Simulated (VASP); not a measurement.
Set up this calculation in VASP 6.6.1, as the native input.

```yaml
Task: single point
Functional: PBE
Potentials_or_basis: VASP PAW PBE potentials, release 64 (Si_GW)
Cutoff: 450 eV
k_mesh: 6 × 6 × 6
Occupations: gaussian, width 0.02 eV
Spin: no spin polarisation
Further_INCAR_settings: ALGO = Normal; EDIFF = 1e-07
```

The structure of Si lies in POSCAR:

```
Si
1.0
   -1.6269149300      1.6269149300      1.3203298500
    1.6269149300     -1.6269149300      1.3203298500
    1.6269149300      1.6269149300     -1.3203298500
Si
1
Direct
    0.0000000000      0.0000000000      0.0000000000
```

This isn't the form of Si at room conditions, which is diamond.

One way to write it, as run:

INCAR

```
SYSTEM = Si
PREC = Accurate ; ENCUT = 450
EDIFF = 1E-7 ; ISMEAR = 0
SIGMA = 0.02 ; LREAL = .False.
LASPH = .True. ; NELM = 80
ALGO = Normal ; ISIF = 2
LWAVE = .False. ; LCHARG = .True.
GGA = PE ; LELF = .True.
LVHAR = .True.
```

KPOINTS

```
Automatic mesh
0
Gamma
  6 6 6
  0 0 0
```

Potentials or basis: VASP PAW PBE potentials, release 64 (Si_GW).

Launch:

```bash
$ cat potpaw_PBE.64/Si_GW/POTCAR > POTCAR
$ mpirun -np 1 vasp_std > vasp.out
```

Results of the run:

```json
{
  "Pressure": "2.3 GPa",
  "Band gap on the k mesh": "none (metal or under the smearing width)"
}
```

Caveat: the k mesh is coarse (spacing up to 0.51 Å⁻¹), so the values aren't converged.

Run time: 2.4 s on 1 thread of Intel(R) Xeon(R) Platinum 8488C (Sapphire Rapids), with other jobs on the host, peak memory 0.11 GiB.
